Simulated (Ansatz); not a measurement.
All numbers below come from DFT PBE, scalar-relativistic, plane waves, PAW (Ansatz). Settings: cutoff 420 eV, Γ-centred meshes spaced at most about 0.3 Å⁻¹, and about 0.25 Å⁻¹ or finer for metals (2π included), Gaussian smearing. No spin polarisation.

All energies are static (0 K, no zero-point motion).

Compare these two cells of Nb₃C₅, each relaxed at this level.

1. Space group P4/mmm (No. 123), tetragonal, a = 3.071 Å, c = 9.674 Å. Around Nb on a site of symmetry 4mm lie 1 C at 2.00 Å and 4 C at 2.31 Å; Nb on a site of symmetry 4/mmm is surrounded by 8 C at 2.28 Å; C on a site of symmetry 4mm is surrounded by 1 C at 1.34 Å and 4 Nb at 2.31 Å; C on a second site of symmetry 4mm is surrounded by 1 C at 1.42 Å, 1 Nb at 2.00 Å and 4 Nb at 2.28 Å; C on a site of symmetry 4/mmm is surrounded by 2 C at 1.34 Å.

2. Space group Cmcm (No. 63), orthorhombic, a = 4.221 Å, b = 10.821 Å, c = 9.765 Å. Nb on a site of symmetry m is surrounded by 4 C at 2.11–2.12 Å and 1 C at 2.31 Å; around Nb on a site of symmetry m2m lie 6 C at 2.13–2.25 Å; around C on a site of symmetry m lie 1 C at 1.30 Å and 2 Nb at 2.25–2.31 Å; C on a second site of symmetry m is surrounded by 4 Nb at 2.11–2.13 Å; C on a site of symmetry m2m has 4 Nb at 2.11–2.16 Å.

Question: Which would you expect to be lower, and how large is the difference?

Answer: Cell 1 is lower, by 256 meV/atom. Cell 1 has space group P4/mmm (No. 123), 11.4 Å³/atom and no gap on its mesh; cell 2 has space group Cmcm (No. 63), 13.9 Å³/atom and no gap. Counting C atoms around Nb (those within 1.25 times the shortest such distance or 1.15 times the sum of covalent radii, 1.27 where that leaves under three; a plus sign parts nearer from farther groups; a slash parts the counts of unlike sites), cell 1 has Nb 1+4/8 and cell 2 has Nb 4+1/6. Cell 1 holds C–C units of three or more atoms (shortest 1.34 Å); cell 2 holds C–C pairs (shortest 1.30 Å). The denser one is the lower, and pressure would at first widen the difference. Even the lower one lies +0.17 eV/atom against the reference forms of the elements (uncorrected), so neither is stable at this level. Both come from invented guesses.

Cells relaxed within their symmetry can be saddle points.
